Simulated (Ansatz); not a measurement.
# V (Im-3m) in Ansatz: settings compared, part 2 of 2

Ansatz 0.2.0.

### 3 Relaxation of cell and atoms, revPBE+D3(BJ), collinear spin, ferromagnetic start

input.yaml

```yaml
crystal:
  lattice:
    - [-1.51435, 1.51435, 1.51435]
    - [1.51435, -1.51435, 1.51435]
    - [1.51435, 1.51435, -1.51435]
  atoms:
    - { symbol: V, position: [0.0, 0.0, 0.0], spin: 2.0 }
hamiltonian:
  xc: revpbe
  pseudopotentials: { kind: paw }
  dispersion: d3bj
magnetization:
  spin_polarized: true
kpoints:
  mp_grid: { grid: [12, 12, 12] }
scf:
  occupations: { method: fermi_dirac, width: 0.05 }
output:
  forces: true
  stress: true
relax:
  f_tol: 0.01
  max_steps: 40
  cell: { stress_tol: 0.05 }
```

Potentials or basis: Ansatz PAW.

Launch:

```
ansatz run input.yaml --threads 2 --pin off --max-ram 5120MiB --backend cpu --events-out ev --progress --plain --runs-dir out
```

What it wrote:

```text
Warning: RAYON_NUM_THREADS=2 ignored (pool sized by the plan → 2); use --threads N
Engine: ansatz 0.2.0, aarch64-unknown-linux-gnu
Pseudopotentials: kind: paw
Pseudopotential: V, paw, valence charge 13, recommended cutoff 420 eV (normal), V.paw.azcp
Functional definition: revPBE
  parameter kappa = 1.245
  parameter beta = 0.06672455060314922
  exchange = pbe_x(kappa = kappa, mu = beta*pi^2/3)
  correlation = pbe_c(beta = beta)
Crystal: 1 atoms, lattice volume = 13.891 Å³
Basis set: ecut = 420 eV, 249 PW (Γ), exchange–correlation on 36×36×36 points (8 copies of the dense FFT grid, shifted against one another)
Bands: 12, of which v1, the nominal top of the filled ones, is band 7 counted from 1 (6 counted from 0)
Symmetry: 48 space group operations
Space group: Im-3m (ITA 229), of the structure as read, at distance tolerance 2.4e-5 Å
Magnetic group: BNS 229.140 (UNI 1642), of the structure as read, at distance tolerance 2.4e-5 Å
k-points: 72 of 1728
Non-local potential: V, projectors of the file, l = 0: 3, l = 1: 2, l = 2: 3, l = 3: 1
PAW form: soft (Blöchl's): semilocal exchange-correlation on the pseudo side does not see the compensation charge
PAW frozen core: V, regenerated for the run's functional, and the local potential with it (the file was generated under x = pbe(κ = 0.804, μ = 0.2195149727645171), c = pbe(β = 0.06672455060314922))
PAW one-centre angular grid: V, 590 points (default); XC on 64 Gauss nodes
Initial density: superposition of atomic densities (chi_scale 0.1, normalization cell)
Starting moments: Σ|m| = 2 μB on 1 of 1 site
Initial wavefunctions: pseudopotential atomic-orbital guess
Functional: x = revpbe(κ = 1.245, μ = 0.2195149727645171), c = pbe(β = 0.06672455060314922)
SCF iter   1: F=—  HF=-2916.634525 eV  |F-HF|=—  |Δ(HF+E_count)|=         —  Δρ=1.20e-1 (↑1.20e-1 ↓3.84e-2)  dr2=1.35e0  dr2_m=6.84e-1  M=1.097 μB ∫|m|=1.097 μB  β_m=0.30  ethr=3.10e-3  ⟨swp⟩=4.0  Hψ=8015  notcnv=0
Mixer restart at iter 1: flushing history
[... 88 lines left out ...]
SCF converged after 9 iterations
Magnetization: -0.0000 μB (6.5000 up, 6.5000 down)
Absolute magnetization: 0.0000 μB (∫|ρ↑−ρ↓|, with the PAW one-centre terms)
Spin contamination: 0.0000 ħ² per cell (⟨S²⟩ above its minimum at these occupations)
Per-site moments (μB) at R_I (Å): [(-4.219316797039018e-6, 1.0448480900178172)]
Free energy (F): -2916.874420 eV
Harris-Foulkes:  -2916.874420 eV  (|F-HF|=1.36e-12)
Internal energy: -2916.857291 eV  (E = F + TS)
E sigma→0 (E₀):  -2916.865856 eV
Entropy (-TS):   -0.017129 eV (-17.129 meV/atom)
Fermi energy:    18.081682 eV
--- Per-component energies (eV) ---
  E_band       = -124.149352
  E_kinetic    = 338.840490
  E_local      = -841.017484  (includes V_loc(G=0)·N_el)
  E_nonlocal   = -45.952493
  E_hartree    = 394.396052
  E_xc         = -131.374506
  E_vxc        = -166.448456  (∫ρ·V_xc dr)
  E_paw        = -1116.356498  (= ΣΔE_a)
  E_vpaw       = -198.363835  (= ΣTr[D̂ρ^β])
  E_aug_tail   = 0.000275  (compensation charges beyond the density's cutoff)
  E_ewald      = -1513.979016
  E_disp       = -1.376777  (pairwise vdW)
  E_core_change = -0.037333  (= ΣΔE_core)
  E_smearing   = -0.017129  (= −TS)
  E_closure    = 0.000000  (closes the sum)
  Σ components = -2916.874420   (vs F -2916.874420, Δ=0.00e0)
--- Forces (eV/Å), atoms counted from 1 ---
  atom   1  V     -0.00000000    -0.00000000    -0.00000000
  max |Σ_I F_I| component: 7.81e-32 eV/Å
--- Stress (GPa, compression-positive) ---
        0.048875       0.000000       0.000000
        0.000000       0.048875       0.000000
        0.000000       0.000000       0.048875
  P = ⅓ Tr σ = 0.0489 GPa (0.489 kbar)
--- Relaxed structure (4 steps of the walk, 4 accepted, 1 SCFs on fresh bases) ---
  F+E_penalty+E_count = -2916.87442030 eV   max|allowed force component| = 0.000e0 eV/Å   (the final SCF, on the basis selected at the relaxed cell)
  cell:  # Å, volume = 12.5102 Å³
    - [-1.4624080631128558, 1.4624080631128558, 1.4624080631128558]
    - [1.4624080631128558, -1.4624080631128558, 1.4624080631128558]
    - [1.4624080631128558, 1.4624080631128558, -1.4624080631128558]
  atoms:
    - { symbol: V, position: [0.0, 0.0, 0.0] }
```

It took 6.1 s on 2 threads of Arm Neoverse V1, shared host; peak memory 0.28 GiB.

What came out:

- Free energy: -2916.8744 eV
- Relaxed volume: 12.51 Å³/atom
- Relaxed cell: a = 2.533 Å, b = 2.533 Å, c = 2.533 Å, α = 109.47°, β = 109.47°, γ = 109.47°
- Space group after relaxing (to 0.05 Å): Im-3m (No. 229)
- Energy gained by relaxing: 80.4 meV/atom
- Ionic steps: 5
- Pressure after relaxing: 0.0 GPa
- Net moment: 0.00 μB per cell
- Absolute moment: 0.00 μB per cell

The path:
```csv
step,energy change (eV),largest force (eV/Å),volume (Å³)
1,0.0000,0.0000,13.89
2,-0.0802,0.0000,12.33
3,-0.0816,0.0000,12.53
4,-0.0816,0.0000,12.51
5,-0.0804,0.0000,12.51
```

Final structure:
```
V
1.0
    -1.46241    1.46241    1.46241
     1.46241   -1.46241    1.46241
     1.46241    1.46241   -1.46241
V
1
Direct
  0.00000 0.00000 0.00000
```

Caveat: the plane-wave basis is chosen anew once the cell has moved, so the energies of steps on either side of that aren't comparable; the PAW data sets come from PBE, with cores solved anew for the run's functional, which leaves a small shift of forces and pressure; the starting moments weren't kept.

### 4 Relaxation of cell and atoms, r2SCAN+D3(BJ), collinear spin, ferromagnetic start

input.yaml: that of step 3 with these lines changed.

```diff
@@ -8,3 +8,3 @@
 hamiltonian:
-  xc: revpbe
+  xc: r2scan
   pseudopotentials: { kind: paw }
```

Launch:

```
ansatz run input.yaml --threads 2 --pin off --max-ram 5120MiB --backend cpu --events-out ev --progress --plain --runs-dir out
```

It took 14 s on 2 threads of Arm Neoverse V1, shared host; peak memory 0.34 GiB.

The run converged. Its results:

```
Free energy                            : -2917.3943 eV
Relaxed volume                         : 13.01 Å³/atom
Relaxed cell                           : a = 2.566 Å, b = 2.566 Å, c = 2.566 Å, α = 109.47°, β = 109.47°, γ = 109.47°
Space group after relaxing (to 0.05 Å) : Im-3m (No. 229)
Energy gained by relaxing              : 27.8 meV/atom
Ionic steps                            : 5
Pressure after relaxing                : 0.0 GPa
Net moment                             : 0.18 μB per cell
Absolute moment                        : 0.18 μB per cell
Site moments                           : V +0.15 μB
```

The path:
```tsv
step	energy change (eV)	largest force (eV/Å)	volume (Å³)
1	0.0000	0.0000	13.89
2	-0.0279	0.0000	12.95
3	-0.0280	0.0000	13.02
4	-0.0280	0.0000	13.01
5	-0.0278	0.0000	13.01
```

Final structure:
```yaml
crystal:
  lattice:
    - [-1.48154, 1.48154, 1.48154]
    - [1.48154, -1.48154, 1.48154]
    - [1.48154, 1.48154, -1.48154]
  atoms:
    - { symbol: V, position: [0.00000, 0.00000, 0.00000] }
```

Caveat: the magnetic or orbital state may not be the lowest; the plane-wave basis is chosen anew once the cell has moved, so the energies of steps on either side of that aren't comparable; the PAW data sets come from PBE, with cores solved anew for the run's functional, which leaves a small shift of forces and pressure; the dispersion damping was fitted for another functional or another form of the correction; the starting moments weren't kept.

### 5 Relaxation of cell and atoms, rPW86-PBE+rVV10, collinear spin, ferromagnetic start

input.yaml: that of step 4 with these lines changed.

```diff
@@ -8,5 +8,5 @@
 hamiltonian:
-  xc: r2scan
+  xc: { exchange: rpw86, correlation: pbe }
   pseudopotentials: { kind: paw }
-  dispersion: d3bj
+  dispersion: rvv10
 magnetization:
```

Launch:

```
ansatz run input.yaml --threads 2 --pin off --max-ram 5120MiB --backend cpu --events-out ev --progress --plain --runs-dir out
```

Run time: 5.3 s. Hardware: 2 threads of Arm Neoverse V1, shared host; peak memory 0.31 GiB.

It converged, with:

| Item | Value |
| --- | --- |
| Free energy | -2932.6069 eV |
| Relaxed volume | 13.61 Å³/atom |
| Relaxed cell | a = 2.605 Å, b = 2.605 Å, c = 2.605 Å, α = 109.47°, β = 109.47°, γ = 109.47° |
| Space group after relaxing (to 0.05 Å) | Im-3m (No. 229) |
| Energy gained by relaxing | 3.3 meV/atom |
| Ionic steps | 4 |
| Pressure after relaxing | 0.0 GPa |
| Net moment | 0.00 μB per cell |
| Absolute moment | 0.00 μB per cell |

The path:
| step | energy change (eV) | largest force (eV/Å) | volume (Å³) |
| --- | --- | --- | --- |
| 1 | 0.0000 | 0.0000 | 13.89 |
| 2 | -0.0033 | 0.0000 | 13.55 |
| 3 | -0.0034 | 0.0000 | 13.61 |
| 4 | -0.0033 | 0.0000 | 13.61 |

Final structure:
```xyz
1
Lattice="-1.5040 1.5040 1.5040 1.5040 -1.5040 1.5040 1.5040 1.5040 -1.5040" Properties=species:S:1:pos:R:3 pbc="T T T"
V     0.0000    0.0000    0.0000
```

Caveat: the plane-wave basis is chosen anew once the cell has moved, so the energies of steps on either side of that aren't comparable; the PAW data sets come from PBE, with cores solved anew for the run's functional, which leaves a small shift of forces and pressure; the starting moments weren't kept.

### 6 Single point, PBE, collinear spin, ferromagnetic start

input.yaml

```yaml
crystal:
  lattice:
    - [-1.51435, 1.51435, 1.51435]
    - [1.51435, -1.51435, 1.51435]
    - [1.51435, 1.51435, -1.51435]
  atoms:
    - { symbol: V, position: [0.0, 0.0, 0.0], spin: 2.0 }
hamiltonian:
  xc: pbe
  pseudopotentials: { kind: paw }
magnetization:
  spin_polarized: true
kpoints:
  mp_grid: { grid: [12, 12, 12] }
scf:
  occupations: { method: fermi_dirac, width: 0.05 }
basis:
  ecutwfc: "500 eV"
output:
  forces: true
  stress: true
  eigenvalues: true
```

Potentials or basis: Ansatz PAW.

Launch:

```
ansatz run input.yaml --threads 2 --pin off --max-ram 5120MiB --backend cpu --events-out ev --progress --plain --runs-dir out
```

It took 1.9 s on 2 threads of Arm Neoverse V1, shared host; peak memory 0.29 GiB.

The run converged. Its results:

```yaml
Free_energy: -2912.4072 eV
Pressure: -5.4 GPa
Band_gap_on_the_k_mesh: none (metal or under the smearing width)
Net_moment: 0.00 μB per cell
Absolute_moment: 0.00 μB per cell
```

Levels at points of the mesh, in eV from the Fermi level:
Spin up:
```csv
k point,band 4,band 5,band 6,band 7,band 8,band 9
"(0.00, 0.00, 0.00)",-37.07,-6.52,0.41,0.41,0.41,2.35
"(0.00, 0.00, -0.50)",-37.08,-3.07,-1.06,1.53,2.34,2.69
"(-0.50, -0.50, -0.50)",-37.63,-2.85,-2.85,3.59,3.59,3.59
```
Spin down:
| k point | band 2 | band 3 | band 4 | band 5 | band 6 | band 7 | band 8 | band 9 | band 10 | band 11 |
| --- | --- | --- | --- | --- | --- | --- | --- | --- | --- | --- |
| (0.00, 0.00, 0.00) | -37.07 | -37.07 | -37.07 | -6.52 | 0.41 | 0.41 | 0.41 | 2.35 | 2.35 | 20.29 |
| (0.00, 0.00, -0.50) | -37.89 | -37.33 | -37.08 | -3.07 | -1.06 | 1.53 | 2.34 | 2.69 | 3.97 | 9.79 |
| (-0.50, -0.50, -0.50) | -37.63 | -37.63 | -37.63 | -2.85 | -2.85 | 3.59 | 3.59 | 3.59 | 9.93 | 9.93 |

Caveat: the starting moments weren't kept.

### 7 Summary

| task | level | cell | cutoff (eV) | pressure (GPa) | moment (μB) | relaxed volume (Å³/atom) |
| --- | --- | --- | --- | --- | --- | --- |
| relaxation of cell and atoms | PBEsol+D4 | relaxed | 420 | 0.0 | 0.00 | 12.79 |
| relaxation of cell and atoms | revPBE+D3(BJ) | relaxed | 420 | 0.0 | 0.00 | 12.51 |
| relaxation of cell and atoms | r2SCAN+D3(BJ) | relaxed | 500 | 0.0 | 0.18 | 13.01 |
| relaxation of cell and atoms | rPW86-PBE+rVV10 | relaxed | 420 | 0.0 | 0.00 | 13.61 |
| single point | PBE | as given | 500 | -5.4 | 0.00 | - |

Alike in all rows: potentials or basis Ansatz PAW; spin collinear, ferromagnetic start; k mesh 12 × 12 × 12; smearing fermi-dirac 0.05 eV.

Caveats: the starting moments weren't kept; the plane-wave basis is chosen anew once the cell has moved, so the energies of steps on either side of that aren't comparable (some runs); the PAW data sets come from PBE, with cores solved anew for the run's functional, which leaves a small shift of forces and pressure (some runs); the magnetic or orbital state may not be the lowest (some runs); the dispersion damping was fitted for another functional or another form of the correction (some runs).

Total energies depend on the potentials used, so only differences within one code and one set of settings carry meaning.
